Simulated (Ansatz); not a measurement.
# InSe: the cost of one run

Program: Ansatz 0.2.0. Level of theory: DFT PBE with spin–orbit coupling, plane waves, PAW. These are calculated values, not measurements.

A COD entry behind a cell of this session may itself be a prediction, so a difference from it is no test against experiment.

3 further runs of the same task are left out: 3 set aside as unsound or not needed.

## Step 1: The system as given

It takes space group R3m (No. 160, trigonal). The conventional cell has a = 4.010 Å, b = 4.010 Å, c = 24.832 Å, α = 90.00°, β = 90.00°, γ = 120.00°. In (site symmetry 3m) is surrounded by 3 Se at 2.65 Å and 1 In at 2.78 Å. Around Se (site symmetry 3m) lie 3 In at 2.65 Å.

Coordinates:

```xyz
4
Lattice="2.0048 1.1574 8.2772 -2.0048 1.1574 8.2772 0.0000 -2.3149 8.2772" Properties=species:S:1:pos:R:3 pbc="T T T"
In    0.0000    0.0000    0.0010
In    0.0000    0.0000    2.7856
Se    0.0000    0.0000   15.2618
Se    0.0000    0.0000   20.6319
```

Origin of the cell: volume kept, shape and atoms relaxed. At PBE, without spin–orbit coupling, an earlier run found 2.43 GPa for this cell of 28.810 Å³/atom (10×10×10 mesh), gap on the mesh 0.38 eV.

## Step 2: Spin-orbit coupling: topological invariants

Input file input.yaml:

```yaml
crystal:
  lattice:
    - [2.0047584411, 1.1574478256, 8.2772320996]
    - [-2.0047584411, 1.1574478256, 8.2772320996]
    - [0.0, -2.3148956512, 8.2772320996]
  atoms:
    - { symbol: In, position: [4.20121e-05, 4.20121e-05, 4.20121e-05] }
    - { symbol: In, position: [0.1121775401, 0.1121775401, 0.1121775401] }
    - { symbol: Se, position: [0.614610267, 0.614610267, 0.614610267] }
    - { symbol: Se, position: [0.8308701808, 0.8308701808, 0.8308701808] }
basis:
  ecutwfc: 420
  ecutrho_ratio: 4
kpoints:
  mp_grid: { grid: [6, 6, 6] }
hamiltonian:
  xc: pbe
scf:
  occupations: { method: gaussian, width: 0.05 }
output:
  forces: true
  stress: true
  eigenvalues: true
  populations: true
  topological_invariants: true
magnetization:
  noncollinear: true
  spin_orbit: true
```

Command:

```bash
$ ansatz run input.yaml --threads 8 --pin off --max-ram 15360MiB --backend cpu --events-out ev --progress --plain --runs-dir out
```

**Question.** How long does this run take on 8 threads of Intel Xeon Platinum 8375C at 2.90GHz (Ice Lake), shared host, and how much memory does it need?

About 87 s, with a peak of 1.9 GiB.
